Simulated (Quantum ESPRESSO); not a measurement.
Consider CdS (Greenockite, P6_3mc).

```
CELL_PARAMETERS angstrom
4.15000 0.00000 0.00000
-2.07500 3.59401 0.00000
0.00000 0.00000 6.73700
ATOMIC_POSITIONS crystal
Cd 0.66667 0.33333 0.50000
Cd 0.33333 0.66667 0.00000
S 0.66667 0.33333 0.87500
S 0.33333 0.66667 0.37500
```

Absorber: atom 3, with 1 Cd at 2.53 Å and 3 Cd at 2.54 Å (tetrahedral, site symmetry 3m). Method: Quantum ESPRESSO XSpectra, PBE, full core hole (charged cell), 12-atom cell with 7.2 Å between holes, 4×4×4 k points, dipole transitions, Lorentzian half width 0.3 eV up to 4 eV, rising linearly to 2.5 eV at 25 eV (counted from xe0, 0.5 eV below the zero used here).

The database entry behind the starting cell differs from later determinations by our own check (about 0.35 % long), so it need not match the best structure at ambient conditions.

Q: Where do the maxima of the S K edge fall?

Main maxima up to 24 eV above the zero (height): 2.8 eV (1.87), 4.3 eV (1.81), 6.0 eV (1.52) and 13.9 eV (1.09). A K edge sees empty p states on the absorber. The total-energy difference plus the lowest empty eigenvalue puts the zero at 2482.83 eV. One term is added: -16.94 eV, since the hole is spin-paired here and a spin-polarised one costs that much less in the free atom (computed apart). The photon energy is then 2465.89 eV. The functional and the charged cell's background leave an error of a few eV in such absolute values.

The S K spectrum (energy from the lowest empty level; intensity scaled to a mean of 1 over the first 20 eV; the points at xe0, where the cut of filled states can leave a spike, are interpolated; polarised curves are means over the symmetry-equivalent atoms):

```
E (eV)  isotropic  ε ⊥ c  ε ∥ c
  -2.0       0.03   0.04   0.03
  -1.0       0.05   0.05   0.05
   0.0       0.09   0.09   0.09
   1.0       0.30   0.31   0.27
   2.0       1.00   1.04   0.90
   3.0       1.85   1.80   1.96
   4.0       1.49   1.53   1.41
   5.0       1.41   1.46   1.30
   6.0       1.51   1.41   1.72
   7.0       1.18   1.14   1.25
   8.0       0.84   0.91   0.72
   9.0       0.83   0.88   0.74
  10.0       0.72   0.69   0.77
  11.0       0.74   0.70   0.84
  12.0       0.87   0.85   0.92
  13.0       1.03   1.03   1.02
  14.0       1.09   1.11   1.05
  15.0       1.05   1.06   1.02
  16.0       0.98   0.97   0.99
  17.0       0.91   0.90   0.93
  18.0       0.86   0.86   0.86
  19.0       0.84   0.84   0.82
  20.0       0.85   0.87   0.82
  21.0       0.90   0.91   0.87
  22.0       0.96   0.96   0.95
  23.0       1.02   1.02   1.03
  24.0       1.07   1.07   1.08
  25.0       1.10   1.10   1.10
  26.0       1.10   1.10   1.11
  27.0       1.08   1.07   1.10
  28.0       1.06   1.04   1.09
  29.0       1.04   1.03   1.07
  30.0       1.04   1.04   1.05
  31.0       1.03   1.03   1.01
  32.0       1.00   1.01   0.98
```

The structure is a published determination, not relaxed.

[Banner, clock and machine lines of the logs are left out without a mark of their own.]

[Logs are printed without paths, hosts, clocks, repeated set-up lines and the standing remarks that a program may print on its own settings, such as how far it seeks lower states.]

[Hosts, paths, dates, database ids (printed as entryN), source tags and the programs' standing remarks are cut or masked in the printed files.]

[Lists of maxima count a maximum above −3 eV only where it reaches 4 % of the highest in the window and stands out from its surroundings by 2 % of it (1.5 % where it reaches 55 %); shoulders and weaker maxima are passed over, and of the rest the first, up to two pre-edge ones and the few strongest are named.]
